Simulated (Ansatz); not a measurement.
# MgO (Fm-3m) in Ansatz: notebook

Runs on MgO. Level: PBEsol. Tasks: single point.

Program: Ansatz 0.2.0. These are calculated values, not measurements. Logs are shortened: lines on timing, memory, paths and dates and some standing lists are left out, and cuts for length are marked.

## (1) The crystal as given

The structure is cubic, space group Fm-3m (No. 225). Conventional cell: a = 4.194 Å, b = 4.194 Å, c = 4.194 Å, α = 90.00°, β = 90.00°, γ = 90.00°. Mg (site symmetry m-3m) has 6 O at 2.10 Å as nearest neighbours. O (site symmetry m-3m) is surrounded by 6 Mg at 2.10 Å.

The cell is a database's computed one.

## (2) Single point, PBEsol, 8.67 Å³/atom (volume scaled by 0.94)

Contents of input.yaml:

```yaml
crystal:
  lattice:
    - [0.0, 2.0541934342, 2.0541934342]
    - [2.0541934342, 0.0, 2.0541934342]
    - [2.0541934342, 2.0541934342, 0.0]
  atoms:
    - { symbol: Mg, position: [0.0, 0.0, 0.0] }
    - { symbol: O, position: [0.5, 0.5, 0.5] }
kpoints:
  mp_grid: { grid: [11, 11, 11] }
scf:
  occupations: { method: fermi_dirac, width: 0.05 }
hamiltonian:
  xc: pbesol
  pseudopotentials: { kind: all_electron, lapw: { basis_error: 0.0005 } }
output:
  forces: true
  stress: true
  eigenvalues: true
```

Potentials or basis: all-electron LAPW, scalar-relativistic.

Command:

```console
$ ansatz run input.yaml --threads 1 --pin off --max-ram 3072MiB --backend cpu --events-out ev --progress --plain --runs-dir out
```

What it wrote:

```text
Warning: RAYON_NUM_THREADS=1 ignored (pool sized by the plan → 1); use --threads N
LAPW: plane waves up to 9.707 Å⁻¹, error target 5.0e-4 eV per atom; small_component_spin mean_spin; O in spheres of 1.006 Å, 8 of its electrons in bands, Dirac shells []; Mg in spheres of 1.048 Å, 10 of its electrons in bands, Dirac shells [] (how accurate: hamiltonian.pseudopotentials.lapw.basis_error, Limitations)
Engine: ansatz 0.2.0, aarch64-unknown-linux-gnu
Pseudopotentials: kind: all_electron
Pseudopotential: Mg, LAPW, valence charge 10, lapw/all_electron/scalar/gaussian/Mg, Koelling and Harmon's equation, gaussian nucleus
Pseudopotential: O, LAPW, valence charge 8, lapw/all_electron/scalar/gaussian/O, Koelling and Harmon's equation, gaussian nucleus
Functional definition: PBEsol
  exchange = pbesol_x
  correlation = pbesol_c
Crystal: 2 atoms, lattice volume = 17.336 Å³
Basis set: ecut = 358.96299592814614 eV, 283 PW (Γ), exchange–correlation at level 2
Bands: 13, of which v1, the nominal top of the filled ones, is band 9 counted from 1 (8 counted from 0)
Symmetry: 48 space group operations
Space group: Fm-3m (ITA 225), of the structure as read, at distance tolerance 2.6e-5 Å
k-points: 56 of 1331
Non-local potential: Mg, projectors of the file, none
Non-local potential: O, projectors of the file, none
Initial density: superposition of atomic densities (chi_scale 0.1, normalization cell, long waves kept (reshape's long-wave potential 0.00 eV rms))
Initial wavefunctions: plane waves of lowest kinetic energy (no species holds an atomic orbital)
Functional: x = pbesol(κ = 0.804, μ = 0.12345679012345678), c = pbesol(β = 0.046)
iter 1 solved again at ethr=1.19e-2 eV; its pass at ethr=1.00e-1 eV (dr2=2.15e0 eV) is discarded
SCF iter   1: F=—  HF=-7485.825858 eV  |F-HF|=—  |Δ(HF+E_count)|=         —  Δρ=1.10e-1  dr2=2.15e0  ethr=1.19e-2  ⟨swp⟩=2.0  Hψ=5022  notcnv=0
preconditioner: auto → none  [insulator: Δε(μ)=7.242 eV  Ē_g=20.978 eV  σ=0.050 eV  W_gap=1.00  n_scr=8 (ndim 8)  ℏωp=25.2 eV  f_vac=0.000  D(μ)=0.00/eV (n_scr^D=0)  ε∞_Penn≈2.4]
iter 2 solved again at ethr=1.47e-4 eV; its pass at ethr=1.19e-2 eV (dr2=2.65e-2 eV) is discarded
SCF iter   2: F=—  HF=-7484.599616 eV  |F-HF|=—  |Δ(HF+E_count)|=    1.23e0  Δρ=1.89e-2  dr2=2.64e-2  ethr=1.47e-4  ⟨swp⟩=2.1  Hψ=3866  notcnv=0
SCF iter   3: F=—  HF=-7484.364025 eV  |F-HF|=—  |Δ(HF+E_count)|=   2.36e-1  Δρ=1.55e-2  dr2=4.31e-2  ethr=1.47e-4  ⟨swp⟩=3.0  Hψ=2365  notcnv=0
SCF iter   4: F=—  HF=-7484.358134 eV  |F-HF|=—  |Δ(HF+E_count)|=         —  Δρ=4.93e-4  dr2=1.43e-5  ethr=1.47e-4  ⟨swp⟩=2.0  Hψ=2184  notcnv=0
the basis was enlarged: its passes take 314.1 KiB over the memory plan, 1 of 1 planned eigensolver slots
SCF iter   5: F=—  HF=-7484.358173 eV  |F-HF|=—  |Δ(HF+E_count)|=   3.98e-5  Δρ=1.42e-4  dr2=2.41e-6  ethr=7.97e-8  ⟨swp⟩=3.0  Hψ=2125  notcnv=0
SCF iter   6: F=—  HF=-7484.358176 eV  |F-HF|=—  |Δ(HF+E_count)|=   2.22e-6  Δρ=2.78e-5  dr2=1.17e-7  ethr=1.34e-8  ⟨swp⟩=2.0  Hψ=1960  notcnv=0
SCF iter   7: F=-7484.358176 eV  HF=-7484.358176 eV  |F-HF|=2.30e-10  |Δ(HF+E_count)|=   1.50e-7  Δρ=2.66e-6  dr2=1.01e-9  ethr=6.48e-10  ⟨swp⟩=2.0  Hψ=1960  notcnv=0
SCF 1 converged in 7 iterations: F = -7484.358176 eV  dr2 = 1.01e-9
SCF converged after 7 iterations
Free energy (F): -7484.358176 eV
Harris-Foulkes:  -7484.358176 eV  (|F-HF|=2.30e-10)
Internal energy: -7484.358176 eV  (E = F + TS)
E sigma→0 (E₀):  -7484.358176 eV
Fermi energy:    11.425806 eV
--- Per-component energies (eV) ---
  E_band       = -1266.539733
  E_kinetic    = 7490.138662
  E_xc         = -665.860946
  E_electrostatic = -14308.635892  (all electrons and nuclei)
  E_smearing   = -0.000000  (= −TS)
  E_closure    = 0.000000  (closes the sum)
  E_atoms      = -7471.950774  (free atoms, spherical and without spin; not in F)
  Σ components = -7484.358176   (vs F -7484.358176, Δ=0.00e0)
  Basis errors (estimates in eV, not in F): energy 1.8e-4 per atom: plane waves 1.6e-4 (8.7e-5 summed), levels above the bands 2.5e-134, relativity 3.8e-8, radial functions 2.1e-5, core shells 8.7e-12; eigenvalues (radial functions only) 3.0e-6; not estimated: angular momenta, meshes, grids; target (lapw.basis_error) 5.0e-4; muffin-tin radii O 1.006 Å, Mg 1.048 Å
--- Forces (eV/Å), atoms counted from 1 ---
  atom   1  Mg    -0.00000000     0.00000000     0.00000000
  atom   2  O      0.00000000    -0.00000000    -0.00000000
  max |Σ_I F_I| component: 2.35e-30 eV/Å
--- Stress (GPa, compression-positive) ---
       14.128754      -0.000000       0.000000
       -0.000000      14.128754      -0.000000
        0.000000      -0.000000      14.128754
  P = ⅓ Tr σ = 14.1288 GPa (141.288 kbar)
--- Band table (eV; the first three rows and the last of 56) ---
  k-point 0: bands = ["-492.5957", "-62.9743", "-29.8870", "-29.8870", "-29.8870", "-8.9203", "8.6741", "8.6741", "8.6741", "14.0644", "24.7289", "24.7289", "24.7289"]
  k-point 1: bands = ["-492.5957", "-62.9733", "-29.8967", "-29.8879", "-29.8879", "-8.8155", "8.1028", "8.6092", "8.6092", "14.5924", "23.6043", "24.9535", "24.9535"]
  k-point 2: bands = ["-492.5957", "-62.9705", "-29.9228", "-29.8904", "-29.8904", "-8.5216", "6.8579", "8.4402", "8.4402", "15.6571", "22.1676", "25.4767", "25.4767"]
  k-point 55: bands = ["-492.5957", "-62.9571", "-29.9606", "-29.9562", "-29.9261", "-7.0530", "5.2918", "5.5209", "6.8889", "20.2251", "20.9993", "21.6841", "25.3577"]
```

Wall time 6.2 s (1 thread of Arm Neoverse V2, shared host); peak memory 0.28 GiB.

Results:

```yaml
Free_energy: -7484.3582 eV
Pressure: 14.1 GPa
Band_gap_on_the_k_mesh: 5.39 eV, direct
```

## (3) Single point, PBEsol, 8.85 Å³/atom (volume scaled by 0.96)

Edit input.yaml of step 2 so:

```diff
@@ -2,5 +2,5 @@
   lattice:
-    - [0.0, 2.0541934342, 2.0541934342]
-    - [2.0541934342, 0.0, 2.0541934342]
-    - [2.0541934342, 2.0541934342, 0.0]
+    - [0.0, 2.0686600618, 2.0686600618]
+    - [2.0686600618, 0.0, 2.0686600618]
+    - [2.0686600618, 2.0686600618, 0.0]
   atoms:
```

Potentials or basis: all-electron LAPW, scalar-relativistic.

Command:

```console
$ ansatz run input.yaml --threads 1 --pin off --max-ram 3072MiB --backend cpu --events-out ev --progress --plain --runs-dir out
```

Run time: 6 s. Hardware: 1 thread of Arm Neoverse V2, shared host; peak memory 0.28 GiB.

Results (log left out):

```yaml
Free_energy: -7484.3857 eV
Pressure: 9.8 GPa
Band_gap_on_the_k_mesh: 5.17 eV, direct
```

## (4) Single point, PBEsol, 9.04 Å³/atom (volume scaled by 0.98)

Edit input.yaml of step 3 so:

```diff
@@ -2,5 +2,5 @@
   lattice:
-    - [0.0, 2.0686600618, 2.0686600618]
-    - [2.0686600618, 0.0, 2.0686600618]
-    - [2.0686600618, 2.0686600618, 0.0]
+    - [0.0, 2.0829271338, 2.0829271338]
+    - [2.0829271338, 0.0, 2.0829271338]
+    - [2.0829271338, 2.0829271338, 0.0]
   atoms:
```

Command:

```console
$ ansatz run input.yaml --threads 1 --pin off --max-ram 3072MiB --backend cpu --events-out ev --progress --plain --runs-dir out
```

Wall time 6 s (1 thread of Arm Neoverse V2, shared host); peak memory 0.28 GiB.

It converged, with:

```yaml
Free_energy: -7484.4037 eV
Pressure: 5.9 GPa
Band_gap_on_the_k_mesh: 4.96 eV, direct
```

## (5) Single point, PBEsol, 9.22 Å³/atom

Edit input.yaml of step 4 so:

```diff
@@ -2,5 +2,5 @@
   lattice:
-    - [0.0, 2.0829271338, 2.0829271338]
-    - [2.0829271338, 0.0, 2.0829271338]
-    - [2.0829271338, 2.0829271338, 0.0]
+    - [0.0, 2.0970013927, 2.0970013927]
+    - [2.0970013927, 0.0, 2.0970013927]
+    - [2.0970013927, 2.0970013927, 0.0]
   atoms:
```

Command:

```console
$ ansatz run input.yaml --threads 1 --pin off --max-ram 3072MiB --backend cpu --events-out ev --progress --plain --runs-dir out
```

It took 6.2 s on 1 thread of Arm Neoverse V2, shared host; peak memory 0.27 GiB.

Results (log left out):

```yaml
Free_energy: -7484.4132 eV
Pressure: 2.4 GPa
Band_gap_on_the_k_mesh: 4.76 eV, direct
```

## (6) Single point, PBEsol, 9.41 Å³/atom (volume scaled by 1.02)

Edit input.yaml of step 5 so:

```diff
@@ -2,5 +2,5 @@
   lattice:
-    - [0.0, 2.0970013927, 2.0970013927]
-    - [2.0970013927, 0.0, 2.0970013927]
-    - [2.0970013927, 2.0970013927, 0.0]
+    - [0.0, 2.1108892239, 2.1108892239]
+    - [2.1108892239, 0.0, 2.1108892239]
+    - [2.1108892239, 2.1108892239, 0.0]
   atoms:
```

Potentials or basis: all-electron LAPW, scalar-relativistic.

Command:

```console
$ ansatz run input.yaml --threads 1 --pin off --max-ram 3072MiB --backend cpu --events-out ev --progress --plain --runs-dir out
```

Run time: 5.6 s. Hardware: 1 thread of Arm Neoverse V2, shared host; peak memory 0.27 GiB.

It converged, with:

```yaml
Free_energy: -7484.4150 eV
Pressure: -0.8 GPa
Band_gap_on_the_k_mesh: 4.57 eV, direct
```

## (7) Single point, PBEsol, 9.59 Å³/atom (volume scaled by 1.04)

Edit input.yaml of step 6 so:

```diff
@@ -2,5 +2,5 @@
   lattice:
-    - [0.0, 2.1108892239, 2.1108892239]
-    - [2.1108892239, 0.0, 2.1108892239]
-    - [2.1108892239, 2.1108892239, 0.0]
+    - [0.0, 2.1245966808, 2.1245966808]
+    - [2.1245966808, 0.0, 2.1245966808]
+    - [2.1245966808, 2.1245966808, 0.0]
   atoms:
```

Command:

```console
$ ansatz run input.yaml --threads 1 --pin off --max-ram 3072MiB --backend cpu --events-out ev --progress --plain --runs-dir out
```

Wall time 6.3 s (1 thread of Arm Neoverse V2, shared host); peak memory 0.28 GiB.

Results (log left out):

- Free energy: -7484.4099 eV
- Pressure: -3.6 GPa
- Band gap on the k mesh: 4.39 eV, direct

## (8) Single point, PBEsol, 9.77 Å³/atom (volume scaled by 1.06)

Edit input.yaml of step 7 so:

```diff
@@ -2,5 +2,5 @@
   lattice:
-    - [0.0, 2.1245966808, 2.1245966808]
-    - [2.1245966808, 0.0, 2.1245966808]
-    - [2.1245966808, 2.1245966808, 0.0]
+    - [0.0, 2.1381295086, 2.1381295086]
+    - [2.1381295086, 0.0, 2.1381295086]
+    - [2.1381295086, 2.1381295086, 0.0]
   atoms:
```

Command:

```console
$ ansatz run input.yaml --threads 1 --pin off --max-ram 3072MiB --backend cpu --events-out ev --progress --plain --runs-dir out
```

Wall time 7 s (1 thread of Arm Neoverse V2, shared host); peak memory 0.27 GiB.

Results (log left out):

```yaml
Free_energy: -7484.3984 eV
Pressure: -6.3 GPa
Band_gap_on_the_k_mesh: 4.21 eV, direct
```

## (9) The reference run

An earlier run on the cell as given: functional PBEsol; potentials or basis all-electron LAPW, scalar-relativistic; cutoff 316 eV (chosen from the basis error); basis error allowed 0.001 eV/atom; k mesh 11 × 11 × 11; occupations fermi-dirac, width 0.05 eV; no spin polarisation.

- Pressure: 2.4 GPa
- Band gap on the k mesh: 4.76 eV, direct
- Loewdin charges: Mg +1.52; O -1.36 e
